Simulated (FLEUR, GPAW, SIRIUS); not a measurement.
## One calculation of ZrB2, 3 ways

```
Zr B
1.0
     3.17000    0.00000    0.00000
    -1.58500    2.74530    0.00000
     0.00000    0.00000    3.53300
Zr B
1 2
Direct
  0.00000 0.00000 0.00000
  0.66667 0.33333 0.50000
  0.33333 0.66667 0.50000
```

Alike in all runs: task band structure; functional RPBE; k mesh 10 × 10 × 8; occupations fermi-dirac, width 0.05 eV; no spin polarisation; no spin-orbit coupling.

| program and potentials | plane-wave cutoff (eV) | notes | band gap (eV) |
| --- | --- | --- | --- |
| FLEUR, all-electron, FLAPW | - | - | no gap |
| GPAW, the program's PAW data sets (release 1.2.1) made for this functional | 800 | - | no gap |
| SIRIUS, all-electron FP-LAPW, apw+lo standard | - | - | no gap |

None finds a gap.

Differences between rows come from potentials, basis sets and numerical settings, since the functional is the same but for its coding. Runs on potential files found faulty are left out.
